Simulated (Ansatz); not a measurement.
Crystal: MoP.

```
CELL_PARAMETERS angstrom
3.22300 0.00000 0.00000
-1.61150 2.79120 0.00000
0.00000 0.00000 3.19100
ATOMIC_POSITIONS crystal
Mo 0.00000 0.00000 0.00000
P 0.33333 0.66667 0.50000
```

Base run:

```yaml
Program: Ansatz 0.2.0
Functional: r2SCAN
Potentials_or_basis: Ansatz PAW
Cutoff: "500 eV (not typed: the program's choice for these potentials)"
k_mesh: 10 × 10 × 8
Occupations: fermi-dirac, width 0.05 eV
Spin: no spin polarisation
```

Its results: band gap on the k mesh none (metal or under the smearing width); pressure 0.7 GPa.

After a change of settings the same cell gave: band gap on the k mesh none (metal or under the smearing width); pressure -3.8 GPa. Which change was it?
A. functional from r2SCAN to BLYP; cutoff from 500 eV (not typed: the program's choice for these potentials) to 420 eV (not typed: the program's choice for these potentials)
B. functional from r2SCAN to PBEsol; cutoff from 500 eV (not typed: the program's choice for these potentials) to 420 eV (not typed: the program's choice for these potentials)
C. functional from r2SCAN to LDA; cutoff from 500 eV (not typed: the program's choice for these potentials) to 420 eV (not typed: the program's choice for these potentials); hubbard terms from none to Mo d U = 5.3 eV; hubbard projectors from none to ortho-atomic (the default)

B.

Caveats: the PAW data sets come from PBE, with cores solved anew for the run's functional, which leaves a small shift of forces and pressure.

Runs at the PBE level aren't shown here.
